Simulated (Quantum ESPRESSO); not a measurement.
# MoS2 in Quantum ESPRESSO: further runs

The runs below take MoS2 through single point, equation of state, with LDA.

Everything below comes from runs of Quantum ESPRESSO 7.5. Logs are shortened: lines on timing, memory, paths and dates and some standing lists are left out, and cuts for length are marked.

**1. Starting point**

The cell holds a slab with vacuum, 6 atoms: a = 3.185 Å, b = 3.185 Å, c = 21.671 Å, α = 90.00°, β = 90.00°, γ = 120.00°.

**2. Single point, LDA, 29.82 Å³/atom**

Contents of pw.in:

```
&CONTROL
  calculation = 'scf'
  prefix = 'pwscf'
  outdir = './tmp'
  pseudo_dir = './pseudo'
  tprnfor = .true.
  tstress = .true.
  disk_io = 'nowf'
/
&SYSTEM
  ibrav = 0
  nat = 6
  ntyp = 2
  ecutwfc = 45
  ecutrho = 360
  nbnd = 36
  occupations = 'smearing'
  smearing = 'fd'
  degauss = 0.00367493
/
&ELECTRONS
  conv_thr = 1.2d-09
  electron_maxstep = 120
  mixing_beta = 0.5
/
ATOMIC_SPECIES
Mo    95.9500 mo_lda_v1.uspp.F.UPF
S     32.0600 s_lda_v1.4.uspp.F.UPF
CELL_PARAMETERS angstrom
   3.1195325729    0.0000000000    0.0000000000
  -1.5597662865    2.7015944561    0.0000000000
   0.0000000000    0.0000000000   21.2281547802
ATOMIC_POSITIONS crystal
Mo     0.3333333333    0.6666666667    0.8511602300
Mo     0.6666666667    0.3333333333    0.1488397700
S      0.6666666667    0.3333333333    0.7796253900
S      0.3333333333    0.6666666667    0.0772510000
S      0.6666666667    0.3333333333    0.9227490000
S      0.3333333333    0.6666666667    0.2203746100
K_POINTS automatic
10 10 2 0 0 0
```

Potentials or basis: GBRV 1.5 LDA.

Started as:

```console
$ OMP_NUM_THREADS=1 mpirun -n 2 pw.x -nk 2 -in pw.in > pw.out
```

pw.out:

```text
This program is part of the open-source Quantum ESPRESSO suite
     for quantum simulation of materials; please cite
         "P. Giannozzi et al., J. Phys.:Condens. Matter 21 395502 (2009);
         "P. Giannozzi et al., J. Phys.:Condens. Matter 29 465901 (2017);
         "P. Giannozzi et al., J. Chem. Phys. 152 154105 (2020);
     in publications or presentations arising from this work. More details at

     Message from routine setup:
     using ibrav=0 with symmetry is DISCOURAGED, use correct ibrav instead

     K-points division:     npool     =       2
     Subspace diagonalization in iterative solution of the eigenvalue problem:
     a serial algorithm will be used

     G-vector sticks info
     --------------------
     sticks:   dense  smooth     PW     G-vecs:    dense   smooth      PW
     Sum         859     433    121               139209    49359    8051

     Using Slab Decomposition

     bravais-lattice index     =            0
     lattice parameter (alat)  =       5.8951  a.u.
     unit-cell volume          =    1207.3092 (a.u.)^3
     number of atoms/cell      =            6
     number of atomic types    =            2
     number of electrons       =        52.00
     number of Kohn-Sham states=           36
     kinetic-energy cutoff     =      45.0000  Ry
     charge density cutoff     =     360.0000  Ry
     scf convergence threshold =      1.2E-09
     mixing beta               =       0.5000
     number of iterations used =            8  plain     mixing
     Exchange-correlation=  SLA  PZ   NOGX NOGC
                           (   1   1   0   0   0   0   0)

     celldm(1)=   5.895062  celldm(2)=   0.000000  celldm(3)=   0.000000
     celldm(4)=   0.000000  celldm(5)=   0.000000  celldm(6)=   0.000000

     crystal axes: (cart. coord. in units of alat)
               a(1) = (   1.000000   0.000000   0.000000 )
               a(2) = (  -0.500000   0.866025   0.000000 )
               a(3) = (   0.000000   0.000000   6.804915 )

     reciprocal axes: (cart. coord. in units 2 pi/alat)
               b(1) = (  1.000000  0.577350 -0.000000 )
               b(2) = (  0.000000  1.154701  0.000000 )
               b(3) = (  0.000000 -0.000000  0.146953 )

     PseudoPot. # 1 for Mo read from file:
     mo_lda_v1.uspp.F.UPF
     Pseudo is Ultrasoft + core correction, Zval = 14.0
     Generated by new atomic code, or converted to UPF format
     Using radial grid of  889 points,  6 beta functions with:
                l(1) =   0
                l(2) =   0
                l(3) =   1
                l(4) =   1
                l(5) =   2
[... 33 lines left out ...]

     number of k points=    28  Fermi-Dirac smearing, width (Ry)=  0.0037
                       cart. coord. in units 2pi/alat
        k(    1) = (   0.0000000   0.0000000   0.0000000), wk =   0.0100000
        k(    2) = (   0.0000000   0.0000000  -0.0734763), wk =   0.0100000
        k(    3) = (   0.0000000   0.1154701   0.0000000), wk =   0.0600000
        k(    4) = (   0.0000000   0.1154701  -0.0734763), wk =   0.0600000
        k(    5) = (   0.0000000   0.2309401   0.0000000), wk =   0.0600000
        k(    6) = (   0.0000000   0.2309401  -0.0734763), wk =   0.0600000
[... 20 lines left out ...]
        k(   27) = (   0.3000000   0.5196152   0.0000000), wk =   0.0600000
        k(   28) = (   0.3000000   0.5196152  -0.0734763), wk =   0.0600000

     Dense  grid:   139209 G-vectors     FFT dimensions: (  36,  36, 243)

     Smooth grid:    49359 G-vectors     FFT dimensions: (  25,  25, 180)

     Initial potential from superposition of free atoms

     starting charge      51.9982, renormalised to      52.0000

     negative rho (up, down):  6.789E-04 0.000E+00
     Starting wfcs are   42 randomized atomic wfcs

     Self-consistent Calculation

     iteration #  1     ecut=    45.00 Ry     beta= 0.50
     Davidson diagonalization with overlap
     ethr =  1.00E-02,  avg # of iterations =  4.5

     Threshold (ethr) on eigenvalues was too large:
     Diagonalizing with lowered threshold

     Davidson diagonalization with overlap
     ethr =  3.93E-04,  avg # of iterations =  4.5

     negative rho (up, down):  7.116E-04 0.000E+00
[... 85 lines left out ...]
     iteration # 11     ecut=    45.00 Ry     beta= 0.50
     Davidson diagonalization with overlap
     ethr =  2.13E-11,  avg # of iterations =  2.6

     negative rho (up, down):  7.425E-04 0.000E+00

     End of self-consistent calculation

          k = 0.0000 0.0000 0.0000 (  6205 PWs)   bands (ev):

   -57.1026 -57.1026 -31.3687 -31.3687 -31.0825 -31.0825 -31.0825 -31.0825
   -10.9146 -10.8328  -9.4169  -9.2708  -2.6412  -2.2577   0.6666   0.6666
     0.6695   0.6695   1.2429   1.8990   1.8990   1.9107   1.9107   2.1565
     3.3466   3.9682   6.4800   6.4800   6.4867   6.4867   6.8430   6.8430
     6.8950   6.8950   8.9726   9.3986
[... 67 lines left out ...]
   -57.0566 -57.0565 -31.5157 -31.5157 -31.2785 -31.2784 -31.1815 -31.1815
    -9.0589  -9.0085  -8.7211  -8.6699  -2.4406  -2.3321  -1.3544  -1.2382
    -0.7229  -0.4987   0.2411   0.2618   1.6743   1.8445   2.3762   2.4219
     2.5572   2.6641   5.8952   5.9281   6.1593   6.3860   7.2827   7.6511
     8.0873   8.2262  10.2810  10.5739

          k = 0.0000-0.5774 0.0000 (  6156 PWs)   bands (ev):

   -57.0517 -57.0517 -31.5598 -31.5598 -31.2688 -31.2688 -31.1919 -31.1919
    -8.7930  -8.7596  -8.6258  -8.5997  -2.6433  -2.5408  -1.5698  -1.4814
    -0.8790  -0.6583   0.1170   0.1382   1.6244   1.7070   2.5438   2.6007
     2.8484   2.8820   5.9422   5.9579   6.4561   6.5674   7.4023   7.7650
     8.1614   8.3150   9.6239   9.7671

          k = 0.0000-0.5774-0.0735 (  6172 PWs)   bands (ev):

   -57.0517 -57.0517 -31.5599 -31.5599 -31.2688 -31.2688 -31.1919 -31.1919
    -8.7930  -8.7596  -8.6258  -8.5997  -2.6433  -2.5408  -1.5698  -1.4814
    -0.8790  -0.6583   0.1170   0.1382   1.6244   1.7070   2.5438   2.6007
     2.8484   2.8820   5.9422   5.9579   6.4561   6.5673   7.4023   7.7650
     8.1614   8.3150   9.6239   9.7671
[... 123 lines left out ...]
   -57.0462 -57.0462 -31.4633 -31.4632 -31.3551 -31.3551 -31.2582 -31.2582
    -8.5262  -8.5087  -8.4627  -8.4493  -2.2389  -2.1911  -1.6284  -1.5697
    -0.5256  -0.5074  -0.1127  -0.0191   0.3877   0.5474   1.4756   1.6024
     3.3056   3.3652   5.4198   5.4471   6.5236   6.9436   7.1760   7.2976
     8.6853   8.8549  10.5828  10.9521

     the Fermi energy is     4.6299 ev

!    total energy              =    -375.78223220 Ry
     estimated scf accuracy    <          6.0E-10 Ry
     smearing contrib. (-TS)   =      -0.00000001 Ry
     internal energy E=F+TS    =    -375.78223219 Ry

     The total energy is F=E-TS. E is the sum of the following terms:
     one-electron contribution =   -1718.79985930 Ry
     hartree contribution      =     868.88526184 Ry
     xc contribution           =     -72.47590652 Ry
     ewald contribution        =     546.60827179 Ry

     convergence has been achieved in  11 iterations

     negative rho (up, down):  7.425E-04 0.000E+00

     Forces acting on atoms (cartesian axes, Ry/au):

     atom    1 type  1   force =     0.00000000   -0.00000000    0.00032112
     atom    2 type  1   force =    -0.00000000    0.00000000   -0.00032112
     atom    3 type  2   force =     0.00000000    0.00000000   -0.02799780
     atom    4 type  2   force =     0.00000000    0.00000000   -0.03079632
     atom    5 type  2   force =     0.00000000    0.00000000    0.03079632
     atom    6 type  2   force =     0.00000000    0.00000000    0.02799780

     Total force =     0.058862     Total SCF correction =     0.000021

     Computing stress (Cartesian axis) and pressure

     negative rho (up, down):  7.425E-04 0.000E+00
          total   stress  (Ry/bohr**3)                   (kbar)     P=       21.12
   0.00009396   0.00000000   0.00000000           13.82        0.00        0.00
   0.00000000   0.00009396   0.00000000            0.00       13.82        0.00
   0.00000000   0.00000000   0.00024269            0.00        0.00       35.70

=------------------------------------------------------------------------------=
   JOB DONE.
=------------------------------------------------------------------------------=
```

Wall time 89 s (2 MPI ranks of Arm Neoverse V1, shared host); peak memory 0.74 GiB.

Results:

```yaml
Free_energy: -5112.7777 eV
Largest_force: 0.792 eV/Å
Band_gap_on_the_k_mesh: 1.45 eV, indirect (least direct gap 2.05 eV)
```

**3. Single point, LDA, 30.45 Å³/atom**

pw.in: that of step 2 with these lines changed.

```diff
@@ -29,5 +29,5 @@
 CELL_PARAMETERS angstrom
-   3.1195325729    0.0000000000    0.0000000000
-  -1.5597662865    2.7015944561    0.0000000000
-   0.0000000000    0.0000000000   21.2281547802
+   3.1415018360    0.0000000000    0.0000000000
+  -1.5707509180    2.7206203960    0.0000000000
+   0.0000000000    0.0000000000   21.3776537535
 ATOMIC_POSITIONS crystal
```

Potentials or basis: GBRV 1.5 LDA.

Started as:

```console
$ OMP_NUM_THREADS=1 mpirun -n 2 pw.x -nk 2 -in pw.in > pw.out
```

Run time: 99 s. Hardware: 2 MPI ranks of Arm Neoverse V1, shared host; peak memory 0.74 GiB.

The run converged. Its results:

```
Free energy            : -5112.8054 eV
Largest force          : 0.401 eV/Å
Band gap on the k mesh : 1.42 eV, indirect (least direct gap 2.00 eV)
```

**4. Single point, LDA, 31.09 Å³/atom**

pw.in: that of step 3 with these lines changed.

```diff
@@ -29,5 +29,5 @@
 CELL_PARAMETERS angstrom
-   3.1415018360    0.0000000000    0.0000000000
-  -1.5707509180    2.7206203960    0.0000000000
-   0.0000000000    0.0000000000   21.3776537535
+   3.1631680506    0.0000000000    0.0000000000
+  -1.5815840253    2.7393838882    0.0000000000
+   0.0000000000    0.0000000000   21.5250905073
 ATOMIC_POSITIONS crystal
```

Started as:

```console
$ OMP_NUM_THREADS=1 mpirun -n 2 pw.x -nk 2 -in pw.in > pw.out
```

Wall time 1.7 min (2 MPI ranks of Arm Neoverse V1, shared host); peak memory 0.76 GiB.

The run converged. Its results:

* Free energy: -5112.7871 eV
* Largest force: 0.040 eV/Å
* Band gap on the k mesh: 1.39 eV, indirect (least direct gap 1.94 eV)

**5. Single point, LDA, 31.72 Å³/atom**

pw.in: that of step 4 with these lines changed.

```diff
@@ -29,5 +29,5 @@
 CELL_PARAMETERS angstrom
-   3.1631680506    0.0000000000    0.0000000000
-  -1.5815840253    2.7393838882    0.0000000000
-   0.0000000000    0.0000000000   21.5250905073
+   3.1845414560    0.0000000000    0.0000000000
+  -1.5922707280    2.7578938003    0.0000000000
+   0.0000000000    0.0000000000   21.6705347200
 ATOMIC_POSITIONS crystal
```

Started as:

```console
$ OMP_NUM_THREADS=1 mpirun -n 2 pw.x -nk 2 -in pw.in > pw.out
```

It took 1.7 min on 2 MPI ranks of Arm Neoverse V1, shared host; peak memory 0.78 GiB.

Results (log left out):

- Free energy: -5112.7277 eV
- Largest force: 0.376 eV/Å
- Band gap on the k mesh: 1.36 eV, indirect (least direct gap 1.89 eV)

**6. Single point, LDA, 32.36 Å³/atom**

pw.in: that of step 5 with these lines changed.

```diff
@@ -29,5 +29,5 @@
 CELL_PARAMETERS angstrom
-   3.1845414560    0.0000000000    0.0000000000
-  -1.5922707280    2.7578938003    0.0000000000
-   0.0000000000    0.0000000000   21.6705347200
+   3.2056317491    0.0000000000    0.0000000000
+  -1.6028158746    2.7761585299    0.0000000000
+   0.0000000000    0.0000000000   21.8140523775
 ATOMIC_POSITIONS crystal
```

Potentials or basis: GBRV 1.5 LDA.

Started as:

```console
$ OMP_NUM_THREADS=1 mpirun -n 2 pw.x -nk 2 -in pw.in > pw.out
```

Run time: 100 s. Hardware: 2 MPI ranks of Arm Neoverse V1, shared host; peak memory 0.8 GiB.

Results (log left out):

```
Free energy            : -5112.6315 eV
Largest force          : 0.687 eV/Å
Band gap on the k mesh : 1.34 eV, indirect (least direct gap 1.84 eV)
```

**7. Single point, LDA, 32.99 Å³/atom**

pw.in: that of step 6 with these lines changed.

```diff
@@ -29,5 +29,5 @@
 CELL_PARAMETERS angstrom
-   3.2056317491    0.0000000000    0.0000000000
-  -1.6028158746    2.7761585299    0.0000000000
-   0.0000000000    0.0000000000   21.8140523775
+   3.2264481230    0.0000000000    0.0000000000
+  -1.6132240615    2.7941860385    0.0000000000
+   0.0000000000    0.0000000000   21.9557060374
 ATOMIC_POSITIONS crystal
```

Started as:

```console
$ OMP_NUM_THREADS=1 mpirun -n 2 pw.x -nk 2 -in pw.in > pw.out
```

It took 2.1 min on 2 MPI ranks of Arm Neoverse V1, shared host; peak memory 0.8 GiB.

It converged, with:

* Free energy: -5112.5024 eV
* Largest force: 0.974 eV/Å
* Band gap on the k mesh: 1.31 eV, indirect (least direct gap 1.79 eV)

**8. Single point, LDA, 33.62 Å³/atom**

pw.in: that of step 7 with these lines changed.

```diff
@@ -29,5 +29,5 @@
 CELL_PARAMETERS angstrom
-   3.2264481230    0.0000000000    0.0000000000
-  -1.6132240615    2.7941860385    0.0000000000
-   0.0000000000    0.0000000000   21.9557060374
+   3.2469993021    0.0000000000    0.0000000000
+  -1.6234996510    2.8119838817    0.0000000000
+   0.0000000000    0.0000000000   22.0955550693
 ATOMIC_POSITIONS crystal
```

Started as:

```console
$ OMP_NUM_THREADS=1 mpirun -n 2 pw.x -nk 2 -in pw.in > pw.out
```

It took 2.2 min on 2 MPI ranks of Arm Neoverse V1, shared host; peak memory 0.82 GiB.

The run converged. Its results:

- Free energy: -5112.3440 eV
- Largest force: 1.239 eV/Å
- Band gap on the k mesh: 1.28 eV, indirect (least direct gap 1.74 eV)

**9. Equation of state, LDA**

Potentials or basis: GBRV 1.5 LDA.

This step only gathers the single runs of the series.

Results:

| Quantity | Value |
| --- | --- |
| Equilibrium volume | 30.50 Å³/atom |
| Bulk modulus at fixed shape and positions | 92 GPa |
| Pressure derivative of the bulk modulus | 4.4 |

Energy against volume, from the lowest point:
| volume (Å³/atom) | energy (meV/atom) |
| --- | --- |
| 29.817 | 4.61 |
| 30.452 | 0.00 |
| 31.086 | 3.05 |
| 31.721 | 12.96 |
| 32.355 | 28.98 |
| 32.990 | 50.49 |
| 33.624 | 76.90 |

Caveat: the cell was scaled at fixed shape and fractional positions, which overstates the stiffness of a crystal with free parameters, most of all of layers and chains.
